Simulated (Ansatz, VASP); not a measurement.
Au: VASP beside Ansatz

```
CELL_PARAMETERS angstrom
0.00000 2.03500 2.03500
2.03500 0.00000 2.03500
2.03500 2.03500 0.00000
ATOMIC_POSITIONS crystal
Au 0.00000 0.00000 0.00000
```

Alike in both runs: task single point; functional PBE; k mesh 11 × 11 × 11; occupations gaussian, width 0.011 eV; no spin polarisation.

|  | VASP | Ansatz |
| --- | --- | --- |
| version | VASP 6.6.1 | Ansatz 0.2.0 |
| potentials or method | VASP PAW PBE potentials, release 64 (Au) | Ansatz PAW |
| plane-wave cutoff (eV) | 520 | 420 |
| valence electrons in the cell | 11 | 19 |

|  | VASP | Ansatz | Ansatz less VASP |
| --- | --- | --- | --- |
| gap on the k mesh at the Fermi level (eV) | none | none | - |
| pressure (GPa) | 10.6 | 10.8 | +0.25 |

A gap of «none» marks a metal or a gap that the smearing closes. The two sets of potentials don't hold the same shells in valence.

The runs have no spin-orbit coupling, so splittings on Au are missing.
